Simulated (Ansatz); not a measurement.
**TiCo3: do energies and stresses tell the same story?**

Theory: Ansatz 0.2.0, DFT r2SCAN, scalar-relativistic, plane waves, PAW.

Cutoff 500 eV; k points 12×12×12 on the computed 4-atom cell (Γ-centred); Gaussian smearing, width 0.10 eV; collinear spin from starting moments -0.7 1.46 1.46 1.46 μB.

Relaxed cell: Pm-3m, a = 3.587 Å, b = 3.587 Å, c = 3.587 Å, α = 90.00°, β = 90.00°, γ = 90.00°, 4 atoms in the primitive cell. Whether it is the stable form of this composition wasn't checked.

Energies at zero smearing and pressures from the stress tensor, at volumes with shape and atoms relaxed:
| V (Å³/atom) | E − E(first) (meV/atom) | P (GPa) |
| --- | --- | --- |
| 10.848 | 0.00 | 14.42 |
| 11.194 | -22.37 | 6.58 |
| 11.540 | -29.20 | -0.02 |
| 11.886 | -22.98 | -5.55 |
| 12.232 | -5.91 | -10.11 |

Question: Check P = −dE/dV between neighbouring volumes, and get the bulk modulus from the pressures alone.

Answer: With 1 eV/Å³ = 160.2 GPa:
| middle V (Å³/atom) | −ΔE/ΔV (GPa) | mean P (GPa) |
| --- | --- | --- |
| 11.021 | 10.353 | 10.499 |
| 11.367 | 3.159 | 3.279 |
| 11.713 | -2.878 | -2.783 |
| 12.059 | -7.899 | -7.829 |

The two differ by 0.15 GPa at most. The mean of two end pressures misses the average over a step by about ΔV² P″/12, up to 0.11 GPa here; with that taken off 0.03 GPa remains. The stress is the derivative of the free energy, not of the energy at zero smearing, and with free energies 0.00 GPa remains. Around V = 11.540 Å³/atom, the two neighbours give B = −V ΔP/ΔV = 11.540 × 12.12 / 0.692 = 202.1 GPa, against B0 = 200.4 GPa from the Birch–Murnaghan fit of the energies.

The state reached may not be the lowest one.

Only this magnetic start was tried.